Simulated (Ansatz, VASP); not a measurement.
# Cross-check of KF (Carobbiite) between VASP and Ansatz

Wanted: the spread between two codes on one cell, functional and k mesh. The cell is taken from a series of runs on this material, whose earlier steps may have relaxed, scaled, displaced or heated it; both programs get it as it stands.

Calculated with Ansatz 0.2.0; plane waves, with VASP 6.6.1 beside it; dielectric response at LDA and dielectric response at PBE.

### 1. The starting structure

The structure is cubic, space group Fm-3m (No. 225). Conventional cell: a = 5.163 Å, b = 5.163 Å, c = 5.163 Å, α = 90.00°, β = 90.00°, γ = 90.00°. Nearest to K lie 6 F at 2.58 Å. F has 6 K at 2.58 Å nearest. Farther neighbours and most contacts between anions are not listed.

Coordinates:

```
K F
1.0
     0.00000    2.58126    2.58126
     2.58126    0.00000    2.58126
     2.58126    2.58126    0.00000
K F
1 1
Cartesian
  0.0000 0.0000 0.0000
  2.5813 2.5813 2.5813
```

### 2. VASP: dielectric response, LDA, pair 1

The response to a field tests empty states and converges slowly with the mesh.

Lines of VASP's logs that name or quote its potential files are left out, and so is its time.

INCAR reads:

```
SYSTEM = KF
PREC = Accurate
ENCUT = 520
EDIFF = 1E-08
NELM = 120
ISMEAR = 0
SIGMA = 0.01
LREAL = .FALSE.
ALGO = Normal
GGA = CA
NBANDS = 14
LORBIT = 11
LWAVE = .FALSE.
LCHARG = .FALSE.
ISIF = 2
LEPSILON = .TRUE.
LASPH = .TRUE.
GGA_COMPAT = .FALSE.
EFERMI = MIDGAP
KPAR = 2
```

POSCAR reads:

```
KF
1.0
    0.0000000000      2.5812612155      2.5812612155
    2.5812612155      0.0000000000      2.5812612155
    2.5812612155      2.5812612155      0.0000000000
K F
1 1
Direct
    0.0000000000      0.0000000000      0.0000000000
    0.5000000000      0.5000000000      0.5000000000
```

KPOINTS reads:

```
Automatic mesh
0
Gamma
6 6 6
0 0 0
```

The projector-augmented-wave data sets are K_sv and F (LDA family, release 64).

Command:

```sh
mpirun -np 2 vasp_std
```

Numbers of over 12 decimals in the logs are rounded to 6 here.

The log of the run:

```text
[banner, memory and clock lines left out]
running    2 mpi-ranks, on    1 nodes
 distrk:  each k-point on    1 cores,    2 groups
 distr:  one band on    1 cores,    1 groups

 POSCAR found type information on POSCAR K F
 POSCAR found :  2 types and       2 ions
 LDA part: xc-table for (Slater(with rela. corr.)+CA(PZ))
 , standard interpolation
 POSCAR, INCAR and KPOINTS ok, starting setup
 FFT: planning ... GRIDC
 FFT: planning ... GRID_SOFT
 FFT: planning ... GRID
 WAVECAR not read
 entering main loop
       N       E                     dE             d eps       ncg     rms          rms(c)
DAV:   1     0.114399084543E+03    0.11440E+03   -0.83197E+03   448   0.112E+03
DAV:   2    -0.550963892530E+01   -0.11991E+03   -0.11090E+03   588   0.313E+02
DAV:   3    -0.100885543573E+02   -0.45789E+01   -0.45585E+01   562   0.556E+01
DAV:   4    -0.102510474267E+02   -0.16249E+00   -0.16242E+00   608   0.961E+00
DAV:   5    -0.102524360445E+02   -0.13886E-02   -0.13886E-02   564   0.974E-01    0.634E+00
DAV:   6    -0.914342325003E+01    0.11090E+01   -0.32919E+00   480   0.168E+01    0.473E+00
DAV:   7    -0.909665840077E+01    0.46765E-01   -0.85436E-02   524   0.241E+00    0.284E+00
DAV:   8    -0.907139122640E+01    0.25267E-01   -0.45204E-02   526   0.222E+00    0.207E-01
DAV:   9    -0.907142208689E+01   -0.30860E-04   -0.35696E-03   548   0.510E-01    0.104E-01
DAV:  10    -0.907150875144E+01   -0.86665E-04   -0.41993E-04   562   0.219E-01    0.483E-02
DAV:  11    -0.907149965234E+01    0.90991E-05   -0.52476E-05   566   0.850E-02    0.127E-02
DAV:  12    -0.907150173692E+01   -0.20846E-05   -0.34299E-06   540   0.191E-02    0.165E-03
DAV:  13    -0.907150185638E+01   -0.11945E-06   -0.35642E-07   578   0.568E-03    0.244E-03
DAV:  14    -0.907150181830E+01    0.38080E-07   -0.15540E-07   532   0.393E-03    0.191E-04
DAV:  15    -0.907150181929E+01   -0.98862E-09   -0.33045E-09   278   0.537E-04
   1 F= -.90715018E+01 E0= -.90715018E+01  d E =0.000000E+00
 Linear response reoptimize wavefunctions to high precision
DAV:   1    -0.907150181942E+01   -0.13665E-09   -0.23855E-10   372   0.168E-04
DAV:   2    -0.907150181943E+01   -0.10004E-10   -0.44501E-11   248   0.565E-05
 Linear response G [H, r] |phi>, progress :
  Direction:   1
       N       E                     dE             d eps       ncg     rms
RMM:   1    -0.517400057777E+02   -0.51740E+02    0.32857E+02   808   0.102E+02
RMM:   2    -0.528161236074E+02   -0.10761E+01   -0.42830E+00   751   0.189E+01
RMM:   3    -0.531216799448E+02   -0.30556E+00   -0.11482E+00   929   0.544E+00
RMM:   4    -0.531674118246E+02   -0.45732E-01   -0.22466E-01   996   0.175E+00
RMM:   5    -0.531793065954E+02   -0.11895E-01   -0.57207E-02   995   0.775E-01
RMM:   6    -0.531816738814E+02   -0.23673E-02   -0.15759E-02  1011   0.377E-01
RMM:   7    -0.531823699286E+02   -0.69605E-03   -0.47631E-03   968   0.187E-01
RMM:   8    -0.531825364818E+02   -0.16655E-03   -0.12263E-03   979   0.966E-02
RMM:   9    -0.531825876813E+02   -0.51200E-04   -0.21327E-03   964   0.485E-02
RMM:  10    -0.531826002270E+02   -0.12546E-04    0.12366E-03   941   0.257E-02
RMM:  11    -0.531826032579E+02   -0.30309E-05    0.57016E-05   926   0.137E-02
RMM:  12    -0.531826041688E+02   -0.91091E-06   -0.11561E-04   881   0.750E-03
RMM:  13    -0.531826045554E+02   -0.38652E-06    0.92538E-06   836   0.418E-03
RMM:  14    -0.531826046434E+02   -0.88056E-07   -0.50307E-05   782   0.244E-03
[...]
RMM:  22    -0.531826046287E+02    0.18885E-08    0.49503E-06   447   0.116E-04
RMM:  23    -0.531826046487E+02   -0.19979E-07    0.68176E-06   449   0.990E-05
RMM:  24    -0.531826046503E+02   -0.16329E-08    0.37088E-06   435   0.879E-05
RMM:  25    -0.531826046439E+02    0.63898E-08   -0.35207E-06   410   0.816E-05
RMM:  26    -0.531826046459E+02   -0.19559E-08   -0.56793E-06   387   0.777E-05
RMM:  27    -0.531826046440E+02    0.19231E-08   -0.36617E-06   390   0.755E-05
RMM:  28    -0.531826046496E+02   -0.56689E-08    0.23167E-06   376   0.738E-05
RMM:  29    -0.531826046459E+02    0.37147E-08   -0.64624E-06   360   0.729E-05
 Linear response G [H, r] |phi>, progress :
  Direction:   2
       N       E                     dE             d eps       ncg     rms
RMM:   1    -0.504420543363E+02   -0.50442E+02    0.33450E+02   818   0.102E+02
RMM:   2    -0.509651721189E+02   -0.52312E+00   -0.37753E+00   755   0.188E+01
[...]
RMM:  13    -0.514194039294E+02   -0.63041E-06   -0.11789E-03   712   0.416E-03
RMM:  14    -0.514194040517E+02   -0.12228E-06   -0.20760E-04   676   0.242E-03
RMM:  15    -0.514194041474E+02   -0.95756E-07   -0.13776E-03   641   0.145E-03
RMM:  16    -0.514194040949E+02    0.52557E-07    0.33190E-05   589   0.887E-04
RMM:  17    -0.514194040932E+02    0.16926E-08    0.36829E-04   526   0.557E-04
RMM:  18    -0.514194040664E+02    0.26772E-07    0.27812E-05   475   0.369E-04
RMM:  19    -0.514194040428E+02    0.23625E-07    0.16371E-04   454   0.263E-04
RMM:  20    -0.514194040170E+02    0.25790E-07    0.13676E-05   429   0.199E-04
RMM:  21    -0.514194039939E+02    0.23122E-07    0.85814E-05   420   0.160E-04
RMM:  22    -0.514194039833E+02    0.10547E-07    0.84089E-06   409   0.135E-04
RMM:  23    -0.514194039880E+02   -0.46570E-08    0.35371E-05   404   0.120E-04
[...]
RMM:   9    -0.114630994103E+00   -0.60171E-07   -0.13346E-06   910   0.137E-03
RMM:  10    -0.114631009488E+00   -0.15384E-07   -0.63554E-07   907   0.649E-04
RMM:  11    -0.114631012641E+00   -0.31536E-08   -0.23778E-07   855   0.293E-04
RMM:  12    -0.114631013173E+00   -0.53168E-09   -0.11066E-07   774   0.139E-04
RMM:  13    -0.114631013314E+00   -0.14061E-09    0.51995E-09   678   0.760E-05
 change of polarisation eV/A/(eV/A) component  2 :     0.016     0.229    -0.015
 dielectric tensor                  component  2 :     0.083     2.206    -0.080
 Linear response to external field (no local field effect), progress :
  Direction:   3
       N       E                     dE             d eps       ncg     rms          rms(c)
RMM:   1    -0.107112654038E+00   -0.10711E+00   -0.16131E-01   945   0.264E+00
RMM:   2    -0.109094085390E+00   -0.19814E-02   -0.15314E-02   848   0.561E-01
RMM:   3    -0.110410695769E+00   -0.13166E-02   -0.25429E-03   919   0.186E-01
RMM:   4    -0.110588477103E+00   -0.17778E-03   -0.32820E-04   957   0.660E-02
RMM:   5    -0.110613816056E+00   -0.25339E-04   -0.67977E-05   899   0.275E-02
RMM:   6    -0.110618712033E+00   -0.48960E-05   -0.11811E-05   859   0.117E-02
RMM:   7    -0.110619656420E+00   -0.94439E-06   -0.25309E-06   816   0.526E-03
RMM:   8    -0.110619871539E+00   -0.21512E-06   -0.21130E-07   780   0.242E-03
RMM:   9    -0.110619914658E+00   -0.43119E-07   -0.69857E-07   745   0.112E-03
RMM:  10    -0.110619923443E+00   -0.87851E-08    0.97535E-08   732   0.491E-04
 change of polarisation eV/A/(eV/A) component  3 :     0.012    -0.015     0.221
 dielectric tensor                  component  3 :     0.062    -0.080     2.164
 Linear response to external field, progress :
  Direction:   1
       N       E                     dE             d eps       ncg     rms          rms(c)
RMM:   1    -0.114300315162E+00   -0.11430E+00   -0.18078E-01  1785   0.268E+00
RMM:   2    -0.117125113797E+00   -0.28248E-02   -0.17098E-02  1574   0.611E-01    0.652E-01
RMM:   3    -0.107735061556E+00    0.93901E-02   -0.11091E-02  1506   0.683E-01    0.311E-01
RMM:   4    -0.109236609977E+00   -0.15015E-02   -0.40805E-03  1548   0.459E-01    0.108E-01
RMM:   5    -0.111644084197E+00   -0.24075E-02   -0.63673E-04  1670   0.176E-01    0.168E-02
RMM:   6    -0.111916135708E+00   -0.27205E-03   -0.17386E-04  1794   0.603E-02    0.103E-02
RMM:   7    -0.112026950142E+00   -0.11081E-03   -0.30024E-05  1732   0.233E-02    0.346E-03
RMM:   8    -0.111998646443E+00    0.28304E-04   -0.49620E-06  1783   0.100E-02    0.170E-03
RMM:   9    -0.112007354804E+00   -0.87084E-05   -0.23475E-06  1833   0.451E-03    0.811E-04
RMM:  10    -0.112010043951E+00   -0.26891E-05   -0.44634E-07  1818   0.194E-03    0.224E-04
RMM:  11    -0.112009322757E+00    0.72119E-06   -0.40437E-07  1782   0.864E-04    0.874E-05
RMM:  12    -0.112009010974E+00    0.31178E-06   -0.24451E-07  1636   0.419E-04    0.216E-05
RMM:  13    -0.112009181972E+00   -0.17100E-06    0.60585E-09  1379   0.202E-04    0.106E-05
RMM:  14    -0.112009176303E+00    0.56689E-08    0.90229E-08  1212   0.101E-04    0.151E-05
 change of polarisation eV/A/(eV/A) component  1 :     0.208     0.012     0.006
 dielectric tensor                  component  1 :     2.097     0.064     0.029
 Linear response to external field, progress :
  Direction:   2
       N       E                     dE             d eps       ncg     rms          rms(c)
RMM:   1    -0.114283485535E+00   -0.11428E+00   -0.18061E-01  1799   0.269E+00
RMM:   2    -0.117132589926E+00   -0.28491E-02   -0.17146E-02  1591   0.620E-01    0.652E-01
RMM:   3    -0.107735332396E+00    0.93973E-02   -0.11097E-02  1513   0.684E-01    0.311E-01
RMM:   4    -0.109235265054E+00   -0.14999E-02   -0.40845E-03  1556   0.460E-01    0.108E-01
RMM:   5    -0.111642703395E+00   -0.24074E-02   -0.63476E-04  1690   0.177E-01    0.168E-02
RMM:   6    -0.111916103293E+00   -0.27340E-03   -0.17721E-04  1814   0.614E-02    0.104E-02
RMM:   7    -0.112027320401E+00   -0.11122E-03   -0.30575E-05  1748   0.236E-02    0.352E-03
RMM:   8    -0.111998683367E+00    0.28637E-04   -0.48997E-06  1800   0.101E-02    0.171E-03
RMM:   9    -0.112007925894E+00   -0.92425E-05   -0.39090E-06  1839   0.459E-03    0.733E-04
RMM:  10    -0.112010109119E+00   -0.21832E-05   -0.12102E-06  1847   0.198E-03    0.220E-04
RMM:  11    -0.112009301550E+00    0.80757E-06   -0.39326E-07  1808   0.896E-04    0.852E-05
RMM:  12    -0.112008983325E+00    0.31823E-06   -0.29449E-07  1665   0.428E-04    0.172E-05
RMM:  13    -0.112009147437E+00   -0.16411E-06    0.85703E-08  1415   0.203E-04    0.124E-05
RMM:  14    -0.112009168814E+00   -0.21377E-07    0.17190E-08  1219   0.102E-04    0.125E-05
RMM:  15    -0.112009214256E+00   -0.45442E-07    0.11851E-08  1047   0.630E-05    0.658E-06
 change of polarisation eV/A/(eV/A) component  2 :     0.008     0.208    -0.005
 dielectric tensor                  component  2 :     0.040     2.097    -0.028
 Linear response to external field, progress :
  Direction:   3
       N       E                     dE             d eps       ncg     rms          rms(c)
RMM:   1    -0.114287883619E+00   -0.11429E+00   -0.18066E-01  1795   0.269E+00
RMM:   2    -0.117135391180E+00   -0.28475E-02   -0.17147E-02  1590   0.620E-01    0.652E-01
RMM:   3    -0.107735988853E+00    0.93994E-02   -0.11097E-02  1504   0.684E-01    0.311E-01
RMM:   4    -0.109235212948E+00   -0.14992E-02   -0.40832E-03  1552   0.460E-01    0.108E-01
RMM:   5    -0.111642751753E+00   -0.24075E-02   -0.63495E-04  1687   0.177E-01    0.168E-02
RMM:   6    -0.111916007071E+00   -0.27326E-03   -0.17726E-04  1814   0.614E-02    0.104E-02
RMM:   7    -0.112027333170E+00   -0.11133E-03   -0.30459E-05  1746   0.236E-02    0.352E-03
RMM:   8    -0.111998702473E+00    0.28631E-04   -0.48661E-06  1800   0.101E-02    0.170E-03
RMM:   9    -0.112007953844E+00   -0.92514E-05   -0.52343E-06  1832   0.462E-03    0.737E-04
RMM:  10    -0.112010126665E+00   -0.21728E-05   -0.94789E-07  1838   0.200E-03    0.223E-04
RMM:  11    -0.112009293854E+00    0.83281E-06   -0.14022E-06  1807   0.906E-04    0.820E-05
RMM:  12    -0.112008978445E+00    0.31541E-06   -0.28519E-07  1655   0.433E-04    0.314E-05
RMM:  13    -0.112009111545E+00   -0.13310E-06    0.15945E-07  1385   0.206E-04    0.961E-06
 change of polarisation eV/A/(eV/A) component  3 :    -0.001     0.001     0.208
 dielectric tensor                  component  3 :    -0.006     0.006     2.097
 Born effective charges drift removed
```

From OUTCAR (step 2):

```text
ion  position               nearest neighbor table
   1  0.000  0.000  0.000-   2 2.58   2 2.58   2 2.58   2 2.58   2 2.58   2 2.58
   2  0.500  0.500  0.500-   1 2.58   1 2.58   1 2.58   1 2.58   1 2.58   1 2.58

  LATTYP: Found a face centered cubic cell.
 ALAT       =     5.1625224310

 Subroutine GETGRP returns: Found 48 space group operations
 (whereof 48 operations were pure point group operations)

The static configuration has the point symmetry O_h .

 Found     16 irreducible k-points:

   k-points           NKPTS =     16   k-points in BZ     NKDIM =     16   number of bands    NBANDS=     14

   dimension x,y,z NGX =    28 NGY =   28 NGZ =   28
   dimension x,y,z NGXF=    56 NGYF=   56 NGZF=   56

   ENCUT  =  520.0 eV  38.22 Ry    6.18 a.u.   6.79  6.79  6.79*2*pi/ulx,y,z

   NELECT =      16.0000    total number of electrons

 k-points in reciprocal lattice and weights: Automatic mesh
   0.00000000  0.00000000  0.00000000       0.005
   0.16666667  0.00000000  0.00000000       0.037
   0.33333333  0.00000000  0.00000000       0.037
   0.50000000  0.00000000  0.00000000       0.019
   0.16666667  0.16666667  0.00000000       0.028
   0.33333333  0.16666667  0.00000000       0.111
   0.50000000  0.16666667  0.00000000       0.111
  -0.33333333  0.16666667  0.00000000       0.111
  -0.16666667  0.16666667  0.00000000       0.056
[...]
-0.33333333  0.33333333  0.16666667       0.111
  -0.33333333  0.50000000  0.16666667       0.056

 average (electrostatic) potential at core
       1 -35.0391       2 -77.6785

  Total        0.0491413      0.0491413      0.0491413      0.0000000      0.0000000     -0.0000000
  in kB        2.2889237      2.2889237      2.2889237      0.0000000      0.0000000     -0.0000000
  external PRESSURE =       2.2889237 kB  Pullay stress =       0.0000000 kB

  energy-cutoff  :      520.00
  volume of cell :       34.40
      direct lattice vectors                 reciprocal lattice vectors
     0.000000000  2.581261216  2.581261216    -0.193703759  0.193703759  0.193703759
     2.581261216  0.000000000  2.581261216     0.193703759 -0.193703759  0.193703759
     2.581261216  2.581261216  0.000000000     0.193703759  0.193703759 -0.193703759

 POSITION                                       TOTAL-FORCE (eV/Angst)
 -----------------------------------------------------------------------------------
      0.00000      0.00000      0.00000         0.000000     -0.000000      0.000000
      2.58126      2.58126      2.58126         0.000000      0.000000     -0.000000
 -----------------------------------------------------------------------------------
    total drift:                                0.000000      0.000000      0.000000

 MACROSCOPIC STATIC DIELECTRIC TENSOR (including local field effects in DFT)
 ------------------------------------------------------
           2.096655     0.000000    -0.000000
           0.000000     2.096655    -0.000000
          -0.000000     0.000000     2.096655
 ------------------------------------------------------

 PIEZOELECTRIC TENSOR (including local field effects)  for field in x, y, z        (C/m^2)
          XX          YY          ZZ          XY          YZ          ZX
  --------------------------------------------------------------------------------
  x     0.00000     0.00000     0.00000     0.00000     0.00000     0.00000
  y     0.00000     0.00000     0.00000     0.00000     0.00000     0.00000
  z     0.00000     0.00000     0.00000     0.00000     0.00000     0.00000

 BORN EFFECTIVE CHARGES (including local field effects) (in |e|, cummulative output)
 ---------------------------------------------------------------------------------
 ion    1
    1     1.14967    -0.00000    -0.00000
    2    -0.00000     1.14967    -0.00000
    3     0.00000     0.00000     1.14967
 ion    2
    1    -1.14967     0.00000     0.00000
    2     0.00000    -1.14967     0.00000
    3    -0.00000    -0.00000    -1.14967
```

(Continued in part 2 of 2.)

[Lines on the potential files, build, host, timing and source positions are cut from VASP's logs without a mark.]

[Logs are printed without paths, hosts, clocks, repeated set-up lines and the standing remarks that a program may print on its own settings, such as how far it seeks lower states.]

[Hosts, paths, dates, database ids (printed as entryN), source tags and the programs' standing remarks are cut or masked in the printed files.]
